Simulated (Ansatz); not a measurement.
Born–Oppenheimer molecular dynamics of a periodic cell of 16 atoms, Li (start crystal Li, start structure bcc, volume 1.15 times the crystal's). It goes on from the last frame of an earlier run, with new velocities.

All numbers below come from DFT PBE, scalar-relativistic, plane waves, PAW (Ansatz 0.2.0). Settings: cutoff 420 eV, k mesh 2x2x2, fermi-dirac smearing 0.1 eV, no spin polarisation.

- ensemble: NVT, Langevin thermostat
- time step: 1 fs
- steps asked: 400
- set temperature: 720 K
- friction: 0.02 /fs
- temperature schedule: 300 steps to 300 K, then 100 steps to 300 K
- seed: 355920

Frames 5 fs apart, positions in Å.

Velocities at 310.0 fs (Å/ps):

```
Li 1.99 4.09 1.84
Li -10.41 14.41 -5.68
Li -2.94 1.39 14.17
Li 10.62 -6.39 -5.57
Li 9.23 -4.56 2.84
Li -3.91 -4.82 -10.54
Li 9.87 -6.29 -8.36
Li -1.06 -5.35 8.86
Li -0.54 -7.47 1.40
Li 3.15 1.49 -10.85
Li -8.96 -6.90 -3.74
Li 10.52 11.22 -7.02
Li -6.08 6.28 -3.62
Li -5.03 -8.83 -6.10
Li 16.25 7.33 -5.26
Li -6.21 10.60 10.61
```

```xyz
16
Lattice="7.3129 0.0000 0.0000 0.0000 7.3129 0.0000 0.0000 0.0000 7.3129" Properties=species:S:1:pos:R:3 time_fs=310.0 energy_less_start_eV=-1.069 T=487
Li 0.301 0.429 0.061
Li 4.137 0.494 0.524
Li 0.410 3.305 0.234
Li 0.662 0.376 4.200
Li 2.320 1.882 2.161
Li 4.287 3.649 0.422
Li 3.830 -0.267 3.704
Li 5.928 2.022 2.405
Li 1.170 3.506 4.171
Li 2.176 5.645 1.744
Li 2.690 1.779 5.810
Li 3.840 4.022 4.180
Li 6.425 5.104 2.707
Li 5.965 2.302 5.417
Li 2.399 5.792 5.809
Li 5.593 5.979 5.882
16
Lattice="7.3129 0.0000 0.0000 0.0000 7.3129 0.0000 0.0000 0.0000 7.3129" Properties=species:S:1:pos:R:3 time_fs=315.0 energy_less_start_eV=-1.020 T=511
Li 0.312 0.441 0.068
Li 4.085 0.574 0.504
Li 0.385 3.323 0.308
Li 0.715 0.341 4.169
Li 2.375 1.851 2.176
Li 4.273 3.628 0.381
Li 3.889 -0.290 3.658
Li 5.929 2.002 2.437
Li 1.158 3.477 4.179
Li 2.192 5.643 1.689
Li 2.647 1.744 5.795
Li 3.900 4.081 4.151
Li 6.390 5.147 2.685
Li 5.944 2.245 5.392
Li 2.475 5.842 5.785
Li 5.575 6.026 5.960
16
Lattice="7.3129 0.0000 0.0000 0.0000 7.3129 0.0000 0.0000 0.0000 7.3129" Properties=species:S:1:pos:R:3 time_fs=320.0 energy_less_start_eV=-0.956 T=434
Li 0.334 0.450 0.071
Li 4.050 0.629 0.497
Li 0.352 3.353 0.373
Li 0.752 0.297 4.135
Li 2.423 1.842 2.179
Li 4.261 3.599 0.345
Li 3.950 -0.295 3.615
Li 5.926 1.988 2.457
Li 1.123 3.459 4.196
Li 2.207 5.637 1.637
Li 2.613 1.708 5.783
Li 3.960 4.134 4.125
Li 6.354 5.184 2.664
Li 5.937 2.188 5.383
Li 2.543 5.889 5.761
Li 5.565 6.060 6.062
16
Lattice="7.3129 0.0000 0.0000 0.0000 7.3129 0.0000 0.0000 0.0000 7.3129" Properties=species:S:1:pos:R:3 time_fs=325.0 energy_less_start_eV=-0.924 T=418
Li 0.370 0.468 0.068
Li 4.033 0.655 0.494
Li 0.318 3.381 0.432
Li 0.777 0.253 4.115
Li 2.462 1.851 2.183
Li 4.236 3.564 0.312
Li 4.007 -0.281 3.562
Li 5.923 1.969 2.464
Li 1.071 3.460 4.216
Li 2.230 5.620 1.597
Li 2.597 1.675 5.783
Li 4.034 4.157 4.070
Li 6.328 5.227 2.638
Li 5.933 2.136 5.389
Li 2.607 5.928 5.768
Li 5.563 6.084 6.135
16
Lattice="7.3129 0.0000 0.0000 0.0000 7.3129 0.0000 0.0000 0.0000 7.3129" Properties=species:S:1:pos:R:3 time_fs=330.0 energy_less_start_eV=-0.916 T=346
Li 0.409 0.480 0.074
Li 4.039 0.669 0.493
Li 0.281 3.403 0.481
Li 0.808 0.197 4.103
Li 2.493 1.882 2.201
Li 4.216 3.535 0.271
Li 4.054 -0.270 3.516
Li 5.923 1.945 2.474
Li 1.005 3.469 4.227
Li 2.232 5.602 1.590
Li 2.606 1.660 5.779
Li 4.103 4.165 4.005
Li 6.304 5.279 2.595
Li 5.929 2.093 5.425
Li 2.671 5.960 5.788
Li 5.584 6.100 6.198
16
Lattice="7.3129 0.0000 0.0000 0.0000 7.3129 0.0000 0.0000 0.0000 7.3129" Properties=species:S:1:pos:R:3 time_fs=335.0 energy_less_start_eV=-0.916 T=281
Li 0.442 0.492 0.089
Li 4.059 0.664 0.500
Li 0.252 3.413 0.518
Li 0.829 0.144 4.085
Li 2.515 1.919 2.228
Li 4.188 3.515 0.239
Li 4.084 -0.256 3.473
Li 5.926 1.915 2.477
Li 0.937 3.472 4.254
Li 2.226 5.596 1.596
Li 2.608 1.667 5.767
Li 4.154 4.173 3.944
Li 6.283 5.318 2.555
Li 5.921 2.075 5.473
Li 2.718 5.969 5.829
Li 5.593 6.127 6.250
16
Lattice="7.3129 0.0000 0.0000 0.0000 7.3129 0.0000 0.0000 0.0000 7.3129" Properties=species:S:1:pos:R:3 time_fs=340.0 energy_less_start_eV=-0.935 T=334
Li 0.475 0.519 0.113
Li 4.099 0.625 0.521
Li 0.233 3.424 0.544
Li 0.838 0.096 4.052
Li 2.516 1.964 2.259
Li 4.165 3.516 0.201
Li 4.100 -0.234 3.438
Li 5.911 1.893 2.467
Li 0.874 3.484 4.285
Li 2.218 5.582 1.610
Li 2.597 1.690 5.776
Li 4.182 4.174 3.883
Li 6.246 5.357 2.512
Li 5.921 2.056 5.514
Li 2.750 5.985 5.885
Li 5.602 6.163 6.288
16
Lattice="7.3129 0.0000 0.0000 0.0000 7.3129 0.0000 0.0000 0.0000 7.3129" Properties=species:S:1:pos:R:3 time_fs=345.0 energy_less_start_eV=-0.961 T=427
Li 0.528 0.541 0.118
Li 4.156 0.577 0.553
Li 0.221 3.436 0.566
Li 0.828 0.037 3.995
Li 2.501 2.008 2.292
Li 4.143 3.521 0.170
Li 4.115 -0.199 3.420
Li 5.897 1.897 2.467
Li 0.812 3.506 4.310
Li 2.212 5.570 1.629
Li 2.589 1.724 5.778
Li 4.198 4.154 3.861
Li 6.199 5.413 2.473
Li 5.916 2.022 5.553
Li 2.781 5.997 5.947
Li 5.625 6.205 6.322
16
Lattice="7.3129 0.0000 0.0000 0.0000 7.3129 0.0000 0.0000 0.0000 7.3129" Properties=species:S:1:pos:R:3 time_fs=350.0 energy_less_start_eV=-0.977 T=446
Li 0.593 0.578 0.130
Li 4.209 0.534 0.577
Li 0.227 3.460 0.592
Li 0.795 -0.044 3.942
Li 2.470 2.074 2.331
Li 4.114 3.516 0.144
Li 4.133 -0.146 3.423
Li 5.884 1.909 2.469
Li 0.758 3.541 4.335
Li 2.219 5.559 1.654
Li 2.592 1.757 5.767
Li 4.202 4.114 3.858
Li 6.150 5.473 2.445
Li 5.907 1.985 5.586
Li 2.828 5.998 6.007
Li 5.657 6.255 6.325
16
Lattice="7.3129 0.0000 0.0000 0.0000 7.3129 0.0000 0.0000 0.0000 7.3129" Properties=species:S:1:pos:R:3 time_fs=355.0 energy_less_start_eV=-0.983 T=464
Li 0.656 0.627 0.155
Li 4.241 0.499 0.605
Li 0.225 3.501 0.603
Li 0.758 -0.127 3.887
Li 2.450 2.144 2.372
Li 4.083 3.512 0.125
Li 4.149 -0.111 3.459
Li 5.883 1.924 2.489
Li 0.711 3.591 4.369
Li 2.225 5.558 1.683
Li 2.618 1.772 5.754
Li 4.198 4.064 3.854
Li 6.102 5.539 2.415
Li 5.880 1.959 5.629
Li 2.864 5.985 6.053
Li 5.679 6.299 6.317
16
Lattice="7.3129 0.0000 0.0000 0.0000 7.3129 0.0000 0.0000 0.0000 7.3129" Properties=species:S:1:pos:R:3 time_fs=360.0 energy_less_start_eV=-0.974 T=336
Li 0.715 0.671 0.169
Li 4.266 0.465 0.626
Li 0.222 3.536 0.604
Li 0.720 -0.189 3.845
Li 2.440 2.201 2.408
Li 4.036 3.526 0.118
Li 4.176 -0.084 3.499
Li 5.883 1.941 2.482
Li 0.658 3.662 4.419
Li 2.233 5.552 1.711
Li 2.648 1.784 5.727
Li 4.202 4.024 3.849
Li 6.049 5.604 2.387
Li 5.861 1.948 5.683
Li 2.887 5.954 6.085
Li 5.692 6.322 6.295
16
Lattice="7.3129 0.0000 0.0000 0.0000 7.3129 0.0000 0.0000 0.0000 7.3129" Properties=species:S:1:pos:R:3 time_fs=365.0 energy_less_start_eV=-0.994 T=423
Li 0.772 0.707 0.209
Li 4.278 0.439 0.641
Li 0.216 3.576 0.600
Li 0.704 -0.219 3.822
Li 2.438 2.262 2.440
Li 3.998 3.542 0.115
Li 4.195 -0.043 3.563
Li 5.872 1.954 2.466
Li 0.590 3.736 4.465
Li 2.232 5.545 1.737
Li 2.692 1.790 5.693
Li 4.197 4.002 3.857
Li 5.992 5.650 2.361
Li 5.857 1.933 5.747
Li 2.877 5.929 6.104
Li 5.705 6.338 6.250
```

Of the whole run (400 fs, mean temperature of the second half 407 K): The schedule's set-point averaged 335 K over the second half and the system 407 K, so it lags behind the ramp. A run of 0.4 ps of so small a system gives no equilibrium averages. Limits of this set-up: coarse k mesh.

Run time: 26 min on 1 thread of Arm Neoverse V1, with other jobs on the host, peak memory 0.6 GiB.
